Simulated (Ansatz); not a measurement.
The cell was built from the rocksalt type and relaxed in the same program; it needn't be a known or the stable phase. The listed cell was then made from it by scaling, straining or moving an atom.

NaF: DFT, PBE, PAW with Ansatz's default frozen-core files, scalar-relativistic (Ansatz 0.2.0). What sets it apart from a plain run of this crystal: z strained by +1 % at fixed volume.

```yaml
crystal:
  lattice:
    - [0.0, 2.338904187, 2.3740753131]
    - [2.338904187, 0.0, 2.3740753131]
    - [2.338904187, 2.338904187, 0.0]
  atoms:
    - { symbol: Na, position: [0.0, 0.0, 0.0] }
    - { symbol: F, position: [0.5, 0.5, 0.5] }
kpoints:
  mp_grid: { grid: [16, 16, 16] }
scf:
  occupations: { method: fermi_dirac, width: 0.05 }
hamiltonian:
  xc: pbe
  pseudopotentials: { kind: paw }
output:
  forces: true
  stress: true
  eigenvalues: true
  efg: { contact_densities: true }
```

Output:

```
Engine: ansatz 0.2.0
Pseudopotentials: kind: paw
Pseudopotential: Na, paw, valence charge 9, recommended cutoff 420 eV (normal)
Pseudopotential: F, paw, valence charge 7, recommended cutoff 420 eV (normal)
Functional definition: PBE
  parameter kappa = 0.804
  parameter beta = 0.06672455060314922
  exchange = pbe_x(kappa = kappa, mu = beta*pi^2/3)
  correlation = pbe_c(beta = beta)
Crystal: 2 atoms, lattice volume = 25.975 Å³
Basis set: ecut = 420 eV, 531 PW (Γ), exchange–correlation on 48×48×48 points (8 copies of the dense FFT grid, shifted against one another)
Bands: 12, of which v1, the nominal top of the filled ones, is band 8 counted from 1 (7 counted from 0)
Symmetry: 16 space group operations
Space group: I4/mmm (ITA 139), of the structure as read, at distance tolerance 3.0e-5 Å
k-points: 349 of 4096
Non-local potential: Na, projectors of the file, l = 0: 3, l = 1: 2, l = 2: 1
Non-local potential: F, projectors of the file, l = 0: 2, l = 1: 2, l = 2: 1
PAW form: soft (Blöchl's): semilocal exchange-correlation on the pseudo side does not see the compensation charge
PAW one-centre angular grid: Na, 110 points (default); XC on 64 Gauss nodes
PAW one-centre angular grid: F, 110 points (default); XC on 64 Gauss nodes
Initial density: superposition of atomic densities (neutral atoms: chi_scale 0, normalization atom), corrected by the library's trained network
Initial wavefunctions: pseudopotential atomic-orbital guess
Functional: x = pbe(κ = 0.804, μ = 0.2195149727645171), c = pbe(β = 0.06672455060314922)
SCF iter   1: F=—  HF=-2297.430801 eV  |F-HF|=—  |Δ(HF+E_count)|=         —  Δρ=7.24e-4  dr2=9.43e-5  ethr=1.77e-3  ⟨swp⟩=5.1  Hψ=23368  notcnv=0
preconditioner: auto → none  [insulator: Δε(μ)=6.084 eV  Ē_g=26.058 eV  σ=0.050 eV  W_gap=1.00  n_scr=8 (ndim 8)  ℏωp=27.3 eV  f_vac=0.122  D(μ)=0.00/eV (n_scr^D=0)  ε∞_Penn≈2.1]
SCF iter   2: F=—  HF=-2297.430385 eV  |F-HF|=—  |Δ(HF+E_count)|=   4.16e-4  Δρ=9.99e-4  dr2=1.48e-4  ethr=5.89e-7  ⟨swp⟩=2.3  Hψ=9998  notcnv=0
SCF iter   3: F=—  HF=-2297.430358 eV  |F-HF|=—  |Δ(HF+E_count)|=   2.70e-5  Δρ=3.18e-4  dr2=1.27e-5  ethr=5.89e-7  ⟨swp⟩=2.0  Hψ=5144  notcnv=0
SCF iter   4: F=—  HF=-2297.430374 eV  |F-HF|=—  |Δ(HF+E_count)|=   1.62e-5  Δρ=5.93e-5  dr2=6.08e-7  ethr=7.94e-8  ⟨swp⟩=2.0  Hψ=5244  notcnv=0
SCF iter   5: F=—  HF=-2297.430375 eV  |F-HF|=—  |Δ(HF+E_count)|=   6.93e-7  Δρ=4.99e-5  dr2=4.68e-7  ethr=3.80e-9  ⟨swp⟩=2.0  Hψ=6059  notcnv=0
SCF iter   6: F=—  HF=-2297.430375 eV  |F-HF|=—  |Δ(HF+E_count)|=   9.56e-8  Δρ=2.61e-5  dr2=1.29e-7  ethr=2.93e-9  ⟨swp⟩=1.0  Hψ=4188  notcnv=0
SCF iter   7: F=-2297.430374 eV  HF=-2297.430374 eV  |F-HF|=1.65e-10  |Δ(HF+E_count)|=   3.68e-8  Δρ=1.25e-6  dr2=2.11e-10  ethr=6.25e-10  ⟨swp⟩=4.0  Hψ=12106  notcnv=0
SCF 1 converged in 7 iterations: F = -2297.430374 eV  dr2 = 2.11e-10
  greatest PAW one-centre occupation: 0.999 electrons in one spin orbital (limit 2), on the Na atom at site 0 (counted from 0), in its partial waves of l = 0
SCF converged after 7 iterations
Free energy (F): -2297.430374 eV
Harris-Foulkes:  -2297.430374 eV  (|F-HF|=1.65e-10)
Internal energy: -2297.430374 eV  (E = F + TS)
E sigma→0 (E₀):  -2297.430374 eV
Fermi energy:    3.872158 eV
--- Per-component energies (eV) ---
  E_band       = -239.139205
  E_kinetic    = 328.797854
  E_local      = -1719.397665  (includes V_loc(G=0)·N_el)
  E_nonlocal   = 188.591461
  E_hartree    = 611.272131
  E_xc         = -120.079083
  E_vxc        = -154.014309  (∫ρ·V_xc dr)
  E_paw        = -463.587765  (= ΣΔE_a)
  E_vpaw       = -105.663310  (= ΣTr[D̂ρ^β])
  E_aug_tail   = 0.002091  (compensation charges beyond the density's cutoff)
  E_ewald      = -1123.029400
  E_smearing   = -0.000000  (= −TS)
  E_closure    = -0.000000  (closes the sum)
  Σ components = -2297.430374   (vs F -2297.430374, Δ=0.00e0)
--- Forces (eV/Å), atoms counted from 1 ---
  atom   1  Na    -0.00000000     0.00000000     0.00000000
  atom   2  F      0.00000000     0.00000000     0.00000000
  max |Σ_I F_I| component: 1.89e-29 eV/Å
--- Stress (GPa, compression-positive) ---
        0.354859       0.000000       0.000000
        0.000000       0.354859       0.000000
        0.000000       0.000000      -0.631067
  P = ⅓ Tr σ = 0.0262 GPa (0.262 kbar)
--- PAW observables at the nuclei: V_zz in 10²¹ V/m², potentials from the cell's mean, atoms counted from 1 ---
  atom   1  Na V_zz =    +0.188991   η = 0.0000   by run symmetry: allowed
            electrostatic potential = -976.255247 V   contact ρ = 5904.248234 e/Å³
  atom   2  F  V_zz =    +0.090391   η = 0.0000   by run symmetry: allowed
            electrostatic potential = -735.089049 V   contact ρ = 3126.270834 e/Å³
--- Band table (eV; the first three rows and the last of 349) ---
  k-point 0: bands = ["-46.4960", "-18.3850", "-18.3695", "-18.3642", "-18.3642", "0.7070", "0.7070", "0.7094", "6.7951", "19.3205", "19.4219", "19.4219"]
  k-point 1: bands = ["-46.4956", "-18.5184", "-18.3685", "-18.3646", "-18.2280", "0.6323", "0.6982", "0.6994", "6.9338", "18.7693", "19.4113", "19.4810"]
  k-point 2: bands = ["-46.4944", "-18.6516", "-18.3698", "-18.3656", "-18.0824", "0.4306", "0.6731", "0.6734", "7.3236", "17.6749", "19.5645", "19.6476"]
  k-point 348: bands = ["-46.4825", "-18.4884", "-18.4078", "-18.4078", "-18.1733", "-0.5122", "0.3393", "0.3393", "13.3777", "13.8705", "13.9713", "20.0374"]
```
